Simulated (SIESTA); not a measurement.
Runs of SIESTA 5.4.2 on MgSe. Symmetry: Fm-3m, No. 225, cubic system. Conventional cell: a = 5.451 Å, b = 5.451 Å, c = 5.451 Å, α = 90.00°, β = 90.00°, γ = 90.00°. Around Se (site symmetry m-3m) lie 6 Mg at 2.73 Å. Around Mg (site symmetry m-3m) lie 6 Se at 2.73 Å. 

```csv
level,potentials or basis,gap on the mesh (eV),pressure (GPa)
PBEsol,"PseudoDojo 0.4 standard (PBEsol files), DZP (energy shift 0.003 Ry; two zetas on semicore shells)",1.87,1.9
PW91,"PseudoDojo 0.4 standard (PBE files), DZP (energy shift 0.003 Ry; two zetas on semicore shells)",1.96,3.9
AM05,"PseudoDojo 0.4 standard (PBEsol files), DZP (energy shift 0.003 Ry; two zetas on semicore shells)",(b),2.2
WC,"PseudoDojo 0.4 standard (PBEsol files), DZP (energy shift 0.003 Ry; two zetas on semicore shells)",(a),2.1
BLYP,"PseudoDojo 0.4 standard (PBE files), DZP (energy shift 0.003 Ry; two zetas on semicore shells)",2.03,6.4
revPBE,"PseudoDojo 0.4 standard (PBE files), DZP (energy shift 0.003 Ry; two zetas on semicore shells)",2.03,5.7
RPBE,"PseudoDojo 0.4 standard (PBE files), DZP (energy shift 0.003 Ry; two zetas on semicore shells)",2.03,6.2
LDA,"PseudoDojo 0.4 standard (LDA files), DZP (energy shift 0.003 Ry; two zetas on semicore shells)",1.76,0.1
```

Alike in all rows: task band structure; no spin polarisation; cell as given; k mesh 8 × 8 × 8; smearing fermi-dirac 0.05 eV; grid cutoff 800 Ry; energy shift 0.003 Ry.

Q: Estimate the missing entries.

A: (a) 1.93; (b) 1.90.

Caveats: the basis of atomic orbitals isn't converged, which shifts pressures, moduli and gaps; the potentials were made for another functional, which shifts forces and pressure (some runs).

A k mesh can miss the band edges, and the runs leave out spin-orbit coupling on Se.

Runs at the PBE level aren't shown here.
